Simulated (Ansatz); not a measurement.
Crystal: SnO, rock salt type, 2 atoms in the cell.

Method: PBE, plane waves, PAW datasets (generated hard set) (Ansatz 0.2.0 development build).

Cutoff 700 eV; k-mesh 19×19×19 Γ-centred; Fermi–Dirac smearing of 0.0612 eV; no spin polarisation; no spin–orbit coupling.

The fit to the energies gives V₀ = 16.770 Å³/atom (a₀ = 5.119 Å), B₀ = 92.1 GPa, B₀′ = 4.31.

Question: What pressure does the program print at V = 17.431 Å³/atom, and how far above the lowest computed point (V = 16.761 Å³/atom) does the energy lie?

Answer: -3.28 GPa and 7.00 meV/atom. All points:

| V (Å³/atom) | a (Å) | E − E(min) (meV/atom) | P (GPa) |
| --- | --- | --- | --- |
| 15.755 | 5.0139 | 19.71 | 6.58 |
| 16.091 | 5.0492 | 8.52 | 4.17 |
| 16.426 | 5.0840 | 2.11 | 2.00 |
| 16.761 | 5.1183 | 0.00 | 0.05 |
| 17.431 | 5.1857 | 7.00 | -3.28 |

The published all-electron PBE values for this crystal (mean of FLEUR and WIEN2k, k-spacing 0.06 Å⁻¹; Bosoni et al., Nat. Rev. Phys. 6, 45 (2024)) are V₀ = 16.768 Å³/atom, B₀ = 92.3 GPa, B₀′ = 4.44. This run's mesh is coarser (spacing 0.11 Å⁻¹), so part of any difference comes from k-sampling.

The stress includes the program's correction for the finite plane-wave basis.

This cubic structure is a model: it isn't the usual form of the substance at ambient conditions, and such phases are metastable or hypothetical.
